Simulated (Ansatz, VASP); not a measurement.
## HfC: VASP beside Ansatz

The input INCAR:

```
SYSTEM = HfC
PREC = Accurate
ENCUT = 600
EDIFF = 1E-7
ISMEAR = 0
SIGMA = 0.1
LREAL = .False.
LASPH = .True.
NELM = 100
ALGO = Normal
ISIF = 3
LWAVE = .False.
LCHARG = .False.
GGA = PE
IBRION = 2
NSW = 90
EDIFFG = -0.04
```

The input KPOINTS:

```
regular mesh
0
Gamma
  6 6 6
  0 0 0
```

File POSCAR:

```
HfC
1.0
    3.2547659623      0.0000000000      0.0000000000
   -1.6273829811      2.8187100067      0.0000000000
    0.0000000000      0.0000000000      2.8929827412
Hf C
1 1
Direct
    0.6666666667      0.3333333333      0.4356960726
    0.3333333333      0.6666666667      0.9769332974
```

Input for Ansatz:

```yaml
crystal:
  lattice:
    - [3.2547659623, 0.0, 0.0]
    - [-1.6273829811, 2.8187100067, 0.0]
    - [0.0, 0.0, 2.8929827412]
  atoms:
    - { symbol: Hf, position: [0.6666666667, 0.3333333333, 0.4356960726] }
    - { symbol: C, position: [0.3333333333, 0.6666666667, 0.9769332974] }
basis:
  ecutwfc: 420
kpoints:
  mp_grid: { grid: [6, 6, 6] }
hamiltonian:
  xc: pbe
scf:
  occupations: { method: gaussian, width: 0.1 }
  lower_state_search: "off"
output:
  forces: true
  stress: true
  eigenvalues: true
relax:
  adjacent_minimum: "off"
  f_tol: 0.04
  max_steps: 70
  cell: { stress_tol: 0.4 }
```

Alike in both runs: task relaxation of cell and atoms; functional PBE; k mesh 6 × 6 × 6; occupations gaussian, width 0.1 eV; no spin polarisation.

|  | VASP | Ansatz |
| --- | --- | --- |
| version | VASP 6.6.1 | Ansatz 0.2.0 |
| potentials or method | VASP PAW PBE potentials, release 64 (Hf_pv, C) | scalar-relativistic, plane waves, PAW |
| plane-wave cutoff (eV) | 600 | 420 |
| valence electrons in the cell | 14 | 30 |

|  | VASP | Ansatz | Ansatz less VASP |
| --- | --- | --- | --- |
| gap on the k mesh at the Fermi level, each at its own relaxed structure (eV) | 0.26 | 0.31 | +0.042 |
| relaxed volume (Å³/atom) | 13.22 | 13.31 | +0.084 |
| relaxed cell length with the largest relative difference (Å) | 2.900 | 2.907 | +0.0071 |

The two sets of potentials don't hold the same shells in valence.

Caveats: spin-orbit coupling is left out, which moves the levels of the heavy elements.
